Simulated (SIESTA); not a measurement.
Crystal: PtS2.

```xyz
3
Lattice="3.5432 0.0000 0.0000 -1.7716 3.0685 0.0000 0.0000 0.0000 5.0388" Properties=species:S:1:pos:R:3 pbc="T T T"
Pt    0.0000    0.0000    0.0000
S     1.7716    1.0228    3.8950
S     0.0000    2.0457    1.1438
```

| Item | Value |
| --- | --- |
| Program | SIESTA 5.4.2 |
| Task | single point |
| Functional | PBE |
| Potentials or basis | PseudoDojo 0.4 standard (PBE files) |
| Basis | DZP (energy shift 0.002 Ry) |
| Grid cutoff | 800 Ry |
| Energy shift | 0.002 Ry |
| k mesh | 9 × 9 × 5 |
| Occupations | fermi-dirac, width 0.05 eV |
| Spin | no spin polarisation |

On this cell: pressure 14.9 GPa; largest force 1.974 eV/Å; band gap on the k mesh 0.94 eV, indirect (least direct gap 0.98 eV).

The same run follows on a disturbed copy (atoms moved at random, drawn with an rms of 0.05 Å):

```
Pt S
1.0
     3.54320    0.00000    0.00000
    -1.77160    3.06850    0.00000
     0.00000    0.00000    5.03880
Pt S
1 2
Cartesian
  0.0095 -0.0200 0.0506
  1.7774 1.0159 3.8884
  -0.0024 2.0604 1.1809
```

Task: What changes?

Result: The energy moves by -18.7 meV/atom; pressure 12.9 GPa; largest force 2.072 eV/Å; band gap on the k mesh 0.81 eV, indirect (least direct gap 0.94 eV).

Forces on the atoms (eV/Å):
```
Pt  -0.180  0.512 -0.773
S    0.023 -0.097 -1.251
S    0.157 -0.415  2.024
```

Stress tensor (GPa, compression positive):
```
14.19 -0.27  0.42
-0.27 12.87 -0.98
 0.42 -0.98 11.67
```

Caveats: semicore shells carry a single zeta, which can move pressures by several GPa and volumes by a few percent; spin-orbit coupling is left out, which moves the levels of the heavy elements; an odd mesh through Γ misses points on the zone boundary, where band edges often lie; the basis of atomic orbitals isn't converged, which shifts pressures, moduli and gaps; forces of over 1 eV/Å show positions far from the minimum, so gaps and moduli don't describe the material at rest (some runs).
